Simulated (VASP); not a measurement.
# Mo (P6_3/mmc) in VASP: notebook, part 2 of 2

VASP 6.6.1. Earlier steps stand in the parts before.

**3. Relaxation of cell and atoms, PBE**

This run uses another cell than the first one, of 15.63 Å³/atom, 0.970 times its volume.

File INCAR:

```
PREC = Accurate ; ENCUT = 600
EDIFF = 1E-6 ; ISMEAR = 0
SIGMA = 0.05 ; LREAL = False
LASPH = True ; NELM = 100
ALGO = Normal ; ISIF = 3
LWAVE = False ; LCHARG = False
GGA = PE ; IBRION = 2
NSW = 80 ; EDIFFG = -0.03
```

File KPOINTS:

```
Automatic mesh
0
Gamma
  8 8 4
```

File POSCAR:

```
Mo
1.0
    2.8061338809      0.0000000000      0.0000000000
   -1.4030669405      2.4301832273      0.0000000000
    0.0000000000      0.0000000000      4.5833520055
Mo
2
Direct
    0.3333333333      0.6666666667      0.7500000000
    0.6666666667      0.3333333333      0.2500000000
```

Potentials or basis: VASP PAW PBE potentials, release 64 (Mo_sv).

Run with:

```
$ cat potpaw_PBE.64/Mo_sv/POTCAR > POTCAR
$ mpirun -np 1 vasp_std > vasp.out
```

OUTCAR:

```text
PREC = Accurate
   ENCUT = 600
   EDIFF = 1E-6
   ISMEAR = 0
   LREAL = False
   LASPH = True
   NELM = 100
   ISIF = 3
   GGA = PE
   IBRION = 2
   NSW = 80
   EDIFFG = -0.03

 ion  position               nearest neighbor table
   1  0.333  0.667  0.750-   2 2.81   2 2.81   2 2.81   2 2.81   2 2.81   2 2.81
   2  0.667  0.333  0.250-   1 2.81   1 2.81   1 2.81   1 2.81   1 2.81   1 2.81

  LATTYP: Found a hexagonal cell.
 ALAT       =     2.8061338809
 C/A-ratio  =     1.6333333333

  Lattice vectors:

 A1 = (   2.8061338809,   0.0000000000,   0.0000000000)
 A2 = (  -1.4030669405,   2.4301832273,   0.0000000000)
 A3 = (   0.0000000000,   0.0000000000,   4.5833520055)

Analysis of symmetry for initial positions (statically):
=====================================================================
 Subroutine PRICEL returns:
 Original cell was already a primitive cell.

 Routine SETGRP: Setting up the symmetry group for a
 hexagonal supercell.

 Subroutine GETGRP returns: Found 24 space group operations
 (whereof 12 operations were pure point group operations)
 out of a pool of 24 trial point group operations.

The static configuration has the point symmetry D_3d.
 The point group associated with its full space group is D_6h.

Analysis of symmetry for dynamics (positions and initial velocities):
=====================================================================
 Subroutine PRICEL returns:
 Original cell was already a primitive cell.

 Routine SETGRP: Setting up the symmetry group for a
 hexagonal supercell.

 Subroutine GETGRP returns: Found 24 space group operations
 (whereof 12 operations were pure point group operations)
 out of a pool of 24 trial point group operations.

The dynamic configuration has the point symmetry D_3d.
 The point group associated with its full space group is D_6h.

 Subroutine INISYM returns: Found 24 space group operations
 (whereof 12 operations are pure point group operations),
 and found     1 'primitive' translations

----------------------------------------------------------------------------------------

                                     Primitive cell

  volume of cell :      31.2558

  direct lattice vectors                    reciprocal lattice vectors
     2.806133881  0.000000000  0.000000000     0.356362185  0.205745803  0.000000000
    -1.403066941  2.430183227  0.000000000     0.000000000  0.411491606  0.000000000
     0.000000000  0.000000000  4.583352006     0.000000000  0.000000000  0.218180929

  length of vectors
     2.806133881  2.806133881  4.583352006     0.411491606  0.411491606  0.218180929

  position of ions in fractional coordinates (direct lattice)
     0.333333333  0.666666667  0.750000000
     0.666666667  0.333333333  0.250000000

  ion indices of the primitive-cell ions
   primitive index   ion index
                 1           1
                 2           2

----------------------------------------------------------------------------------------

 KPOINTS: Automatic mesh
[... 62 lines left out ...]
   ISPIN  =      1    spin polarized calculation?
   LNONCOLLINEAR =      F non collinear calculations
   LSORBIT =      F    spin-orbit coupling
   LASPH  =      T    aspherical Exc in radial PAW
   ENCUT  =  600.0 eV  44.10 Ry    6.64 a.u.   5.60  5.60  9.15*2*pi/ulx,y,z
   NELM   =    100;   NELMIN=  2; NELMDL= -5     # of ELM steps
   EDIFF  = 0.1E-05   stopping-criterion for ELM
   LREAL  =      F    real-space projection
   EDIFFG = -.3E-01   stopping-criterion for IOM
   NSW    =     80    number of steps for IOM
   IBRION =      2    ionic relax: 0-MD 1-quasi-New 2-CG
   NFREE  =      1    steps in history (QN), initial steepest desc. (CG)
   ISIF   =      3    stress and relaxation
   ISYM   =      2    0-nonsym 1-usesym 2-fastsym
   POTIM  = 0.5000    time-step for ionic-motion
   TEBEG  =    0.0;   TEEND  =   0.0 temperature during run
   PSTRESS=    0.0 pullay stress
   NELECT =      28.0000    total number of electrons
   NUPDOWN=      -1.0000    fix difference up-down
   EMIN   =  10.00;   EMAX   =-10.00  energy-range for DOS
   EFERMI =   0.00;   METHOD = LEGACY
   ISMEAR =     0;   SIGMA  =   0.05  broadening in eV -4-tet -1-fermi 0-gaus
   EFERMI_NEDOS =   21; number of points for ismear=-14 and -15
   IALGO  =     38    algorithm
   IMIX   =      4    mixing-type and parameters
     AMIX     =   0.40;   BMIX     =  1.00
     AMIX_MAG =   1.60;   BMIX_MAG =  1.00
  volume/ion in A,a.u.               =      15.63       105.46
  Fermi-wavevector in a.u.,A,eV,Ry     =   1.578159  2.982287 33.886458  2.490584
  Thomas-Fermi vector in A             =   2.678732
   LORBIT       =      0    0 simple, 1 ext, 2 COOP (PROOUT), +10 PAW based schemes
   GGA     = PE    functional components
   LHFCALC =     F    Hartree Fock is set to
   AEXX    =    0.0000 exact exchange contribution
   IVDW    =     0    specifies the selected vdW correction
   LEPSILON=     F    determine dielectric tensor
   LRPA    =     F    only Hartree local field effects (RPA)
 conjugate gradient relaxation of ions
 non-spin polarized calculation
 Gauss-broadening in eV      SIGMA  =   0.05
  energy-cutoff  :      600.00
  volume of cell :       31.26
 maximum number of plane-waves:      1087
 NGX is ok and might be reduce to    24
   NGX = 11   NGY = 11   NGZ = 19

--------------------------------------- Ionic step        1  -------------------------------------------

 number of electron      28.0000001 magnetization

 Free energy of the ion-electron system (eV)
  ---------------------------------------------------
  ext. energy  EPLUGINS =         0.00000000
  ---------------------------------------------------
  free energy    TOTEN  =       -20.91787779 eV

  energy without entropy =      -20.91304213  energy(sigma->0) =      -20.91545996

------------------------ aborting loop because EDIFF is reached ----------------------------------------

  FORCE on cell =-STRESS in cart. coord.  units (eV):
  Direction    XX          YY          ZZ          XY          YZ          ZX
  --------------------------------------------------------------------------------------
  -------------------------------------------------------------------------------------
  Total        1.0838140      1.0838140      1.6094720     -0.0000000      0.0000000      0.0000000
  in kB       55.5564788     55.5564788     82.5017937     -0.0000000      0.0000000      0.0000000
  external PRESSURE =      64.5382505 kB  Pullay stress =       0.0000000 kB
[... 89 lines left out ...]
  FREE ENERGIE OF THE ION-ELECTRON SYSTEM (eV)
  ---------------------------------------------------
  free  energy   TOTEN  =       -20.9355692433 eV

  energy  without entropy=      -20.9305257103  energy(sigma->0) =      -20.93304748

[... ionic steps 4 to 7 ...]

--------------------------------------- Ionic step        8  -------------------------------------------

 number of electron      27.9999996 magnetization

------------------------ aborting loop because EDIFF is reached ----------------------------------------
[... 67 lines left out ...]
--------------------------------------- Ionic step       10  -------------------------------------------

 number of electron      27.9999996 magnetization

 Free energy of the ion-electron system (eV)
  ---------------------------------------------------
  ext. energy  EPLUGINS =         0.00000000
  ---------------------------------------------------
  free energy    TOTEN  =       -21.02656201 eV

  energy without entropy =      -21.02256237  energy(sigma->0) =      -21.02456219

 E-fermi :  11.7540     XC(G=0): -13.1856

 val. band max:       11.7280123951   @ k =   0.1250   0.0000   0.0000
 cond. band min:      11.7614188832   @ k =   0.3750   0.1250   0.5000
 fundamental gap:      0.0334064882
 Fermi energy:        11.7540190894

 k-point     1 :       0.0000    0.0000    0.0000
  band No.  band energies     occupation
      1     -49.0563      2.00000
      2     -48.9071      2.00000
      3     -23.6277      2.00000
      4     -22.6119      2.00000
      5     -22.3832      2.00000
      6     -22.3832      2.00000
[... 481 lines left out ...]
      5     -22.8603      2.00000
      6     -22.8603      2.00000
[... 10 lines left out ...]
     17      15.5145      0.00000
     18      15.5145      0.00000

 [... further k-points ...]

------------------------ aborting loop because EDIFF is reached ----------------------------------------

  FORCE on cell =-STRESS in cart. coord.  units (eV):
  Direction    XX          YY          ZZ          XY          YZ          ZX
  --------------------------------------------------------------------------------------
  -------------------------------------------------------------------------------------
  Total       -0.0072149     -0.0072149      0.0166543      0.0000000      0.0000000     -0.0000000
  in kB       -0.3581580     -0.3581580      0.8267416      0.0000000      0.0000000     -0.0000000
  external PRESSURE =       0.0368085 kB  Pullay stress =       0.0000000 kB
[... 17 lines left out ...]
  FREE ENERGIE OF THE ION-ELECTRON SYSTEM (eV)
  ---------------------------------------------------
  free  energy   TOTEN  =       -21.0265620111 eV

  energy  without entropy=      -21.0225623750  energy(sigma->0) =      -21.02456219

 reached required accuracy - stopping structural energy minimisation
```

CONTCAR:

```text
Mo
   1.00000000000000
     2.7511549013579719    0.0000000000011735   -0.0000000000000000
    -1.3755774507269902    2.3825700343406435   -0.0000000000000000
    -0.0000000000000000    0.0000000000000000    4.9238558421620828
  Mo
     2
Direct
     0.3333333332999970    0.6666666667000030    0.7500000000000000
     0.6666666667000030    0.3333333332999970    0.2500000000000000

  0.00000000E+00  0.00000000E+00  0.00000000E+00
  0.00000000E+00  0.00000000E+00  0.00000000E+00
```

Wall time 89 s (1 thread of Intel Xeon Platinum 8259CL at 2.50GHz (Skylake/Cascade Lake), shared host); peak memory 0.17 GiB.

Results:

```yaml
Free_energy: -21.0266 eV
Relaxed_volume: 16.14 Å³/atom
Relaxed_cell: a = 2.751 Å, b = 2.751 Å, c = 4.924 Å, α = 90.00°, β = 90.00°, γ = 120.00°
Space_group_after_relaxing_to_0.05_Å: P6_3/mmc (No. 194)
Energy_gained_by_relaxing: 54.3 meV/atom
Ionic_steps: 10
Pressure_after_relaxing: 0.0 GPa
Band_gap_on_the_k_mesh: none (metal or under the smearing width)
```

The path:
| step | energy change (eV) | largest force (eV/Å) | pressure (GPa) | volume (Å³) |
| --- | --- | --- | --- | --- |
| 1 | 0.0000 | 0.0000 | 6.45 | 31.26 |
| 2 | 0.0698 | 0.0000 | -13.23 | 34.19 |
| 3 | -0.0177 | 0.0000 | -0.42 | 32.13 |
| 4 | -0.0271 | 0.0000 | -0.45 | 32.19 |
| 5 | -0.0949 | 0.0000 | -0.73 | 32.32 |
| 6 | 0.0035 | 0.0000 | 2.05 | 32.45 |
| 7 | -0.1085 | 0.0000 | -0.70 | 32.37 |
| 8 | -0.1085 | 0.0000 | -0.72 | 32.37 |
| 9 | -0.1034 | 0.0000 | 3.64 | 31.82 |
| 10 | -0.1087 | 0.0000 | 0.00 | 32.27 |

Final structure:
```
CELL_PARAMETERS angstrom
2.75115 0.00000 0.00000
-1.37558 2.38257 0.00000
0.00000 0.00000 4.92386
ATOMIC_POSITIONS crystal
Mo 0.33333 0.66667 0.75000
Mo 0.66667 0.33333 0.25000
```

Levels at points of the mesh, in eV from the Fermi level:
```
           k point  band 12  band 13  band 14  band 15  band 16  band 17
(0.00, 0.00, 0.00)    -0.57    -0.57    -0.09    -0.09     0.55     1.53
(0.50, 0.00, 0.00)    -1.18    -0.31    -0.30    -0.15     3.64     4.54
(0.00, 0.00, 0.50)    -1.90    -0.53    -0.53    -0.53    -0.53     2.75
(0.50, 0.00, 0.50)    -3.25     1.29     1.29     1.81     1.81     4.67
```
